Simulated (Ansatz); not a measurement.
Runs of Ansatz 0.2.0 on MnO. Symmetry: Cm, No. 8, monoclinic system. Conventional cell: a = 5.943 Å, b = 3.434 Å, c = 3.440 Å, α = 90.00°, β = 125.23°, γ = 90.00°. Mn (site symmetry m) is surrounded by 4 O at 2.10 Å. O (site symmetry m) is surrounded by 4 Mn at 2.10 Å. The cell comes from a database or a generator and needn't be the stable form of this composition.

```csv
task,level,k mesh,q mesh,points for each segment of the path,gap on the mesh (eV),pressure (GPa),moment (μB)
single point,PBE,7 × 7 × 7,-,-,none,-3.9,5.00
phonons,PBE,8 × 8 × 8,2 × 2 × 2,8,none,-,5.00
band structure,PBE,7 × 7 × 7,-,14,none,-3.9,5.00
band structure,LDA,7 × 7 × 7,-,14,none,(a),4.97
```

Alike in all rows: potentials or basis Ansatz PAW; spin collinear, ferromagnetic start; cell as given; cutoff (eV) 420; smearing fermi-dirac 0.05 eV.

**Question.** Fill in the values left out.

**Answer.** (a) -12.9.

Caveats: a cell with one magnetic atom can't hold antiferromagnetic order, which such compounds often take; semilocal functionals often make such compounds metallic where correlation or magnetic order opens a gap, which also shifts bond lengths; the PAW data sets come from PBE, with cores solved anew for the run's functional, which leaves a small shift of forces and pressure (some runs).

A gap of «none» marks a metal or a gap under the smearing width.
